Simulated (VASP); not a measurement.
Wanted: the native input for a VASP 6.6.1 run.

```yaml
Task: relaxation of cell and atoms
Functional: PBE
Potentials_or_basis: VASP PAW PBE potentials, release 64 (Si, C)
Cutoff: 520 eV
k_mesh: 12 × 12 × 12
Occupations: gaussian, width 1 eV
Spin: no spin polarisation
Further_INCAR_settings: ALGO = Fast; EDIFF = 1e-07; IBRION = 2; EDIFFG = -0.002; NSW = 80; ISIF = 3
```

The structure of SiC lies in POSCAR:

```
SiC
1.0
    0.0000000000      2.1790000000      2.1790000000
    2.1790000000      0.0000000000      2.1790000000
    2.1790000000      2.1790000000      0.0000000000
Si C
1 1
Direct
    0.0000000000      0.0000000000      0.0000000000
    0.2500000000      0.2500000000      0.2500000000
```

One way to write it, as run:

INCAR

```
  ALGO = Fast
  EDIFF = 1E-7
  EDIFFG = -0.002
  ENCUT = 520
  GGA = PE
  IBRION = 2
  ISIF = 3
  ISMEAR = 0
  LASPH = T
  LCHARG = F
  LREAL = F
  LWAVE = F
  NELM = 60
  NSW = 80
  PREC = Accurate
  SIGMA = 1.0
```

KPOINTS

```
k-points
0
Gamma
  12 12 12
```

Potentials or basis: VASP PAW PBE potentials, release 64 (Si, C).

Run with:

```console
$ cat potpaw_PBE.64/Si/POTCAR potpaw_PBE.64/C/POTCAR > POTCAR
$ mpirun -np 1 vasp_std > vasp.out
```

Results of the run:

| Item | Value |
| --- | --- |
| Relaxed volume | 10.50 Å³/atom |
| Relaxed cell | a = 3.097 Å, b = 3.097 Å, c = 3.097 Å, α = 60.00°, β = 60.00°, γ = 60.00° |
| Space group after relaxing (to 0.05 Å) | F-43m (No. 216) |
| Energy gained by relaxing | 1.5 meV/atom |
| Ionic steps | 3 |
| Pressure after relaxing | 0.0 GPa |
| Band gap on the k mesh | 1.38 eV, indirect (least direct gap 4.53 eV) |

Run time: 14 s on 1 thread of Intel(R) Xeon(R) Platinum 8488C (Sapphire Rapids) (shared host), peak memory 0.14 GiB.
